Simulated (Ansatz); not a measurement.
## A series in volume scale on HgS

Results calculated with Ansatz 0.2.0, not measured. Periodic Kohn-Sham DFT of a crystal at fixed atoms, scaled to volume_scale times the given cell; pressure positive in compression, energy less spherical unpolarised free atoms, largest_vzz the field gradient of largest size among the nuclei.

The cell before it is scaled or strained (space group F-43m, No. 216):
```
cell vectors (Å)
   0.0000     2.9290     2.9290
   2.9290     0.0000     2.9290
   2.9290     2.9290     0.0000
atoms (fractions of the cell vectors)
Hg  0.00000  0.00000  0.00000
S   0.75000  0.75000  0.75000
```

Settings of every row: method all-electron PAW; functional PBEsol; relativity scalar; k mesh 8x8x8; filling fermi-dirac; smearing width 0.02 eV; nucleus gaussian.

Atom start moment: 0 on all atoms.

Limits: no spin-orbit coupling on heavy atoms.

| row | volume scale | V (Å³/atom) | pressure (GPa) |
| --- | --- | --- | --- |
| 1 | 0.94 | 23.62 | 5.137 |
| 2 | 0.96 | 24.123 | 3.441 |
| 3 | 0.98 | 24.625 | 1.933 |
| 4 | 0.99 | 24.877 | 1.242 |
| 5 | 1 | 25.128 | 0.591 |
| 6 | 1.01 | 25.379 | ? |
| 7 | 1.02 | 25.631 | -0.602 |
| 8 | 1.04 | 26.133 | -1.662 |
| 9 | 1.06 | 26.636 | -2.604 |

Question: what pressure should row 6 give?

Worked fit of pressure. Take u = (V_r/V)^(2/3) − 1 with V_r = 25.002 Å³ an atom, which is twice the finite (Eulerian) strain; such expansions in the strain, on which the Birch-Murnaghan equation of state is built, carry the rest volume and the bulk modulus. The shown rows have u = 0.03864, 0.02415, 0.01018, 0.00335, -0.00335, -0.01643, -0.02906, -0.04133. Least squares give pressure = 0.913 + 97.164 × u + 303.63 × u² + 284 × u³ GPa; a parabola predicts inner rows, each left out in turn, worse (root mean square 0.0045 against 0.001 GPa). The rows lie off it by 0.000, 0.000, -0.001, 0.000, 0.000, 0.001, -0.001, 0.000. The pressure vanishes at u = -0.0097, or V = 25.37 Å³ an atom, and there the bulk modulus at fixed shape and fractions is B = −V dP/dV = (2/3)(1 + u) dP/du = 60.3 GPa. The withheld row has u = -0.00993, so the fit gives 0.913 + 97.164 × (-0.00993) + 303.63 × (-0.00993)² + 284 × (-0.00993)³ = -0.022 GPa.

The calculation gave -0.023 GPa. The fit lies 0.001 GPa (4.3 % of the value, 0.013 % of the column's range) above it, one unit of the last digit.
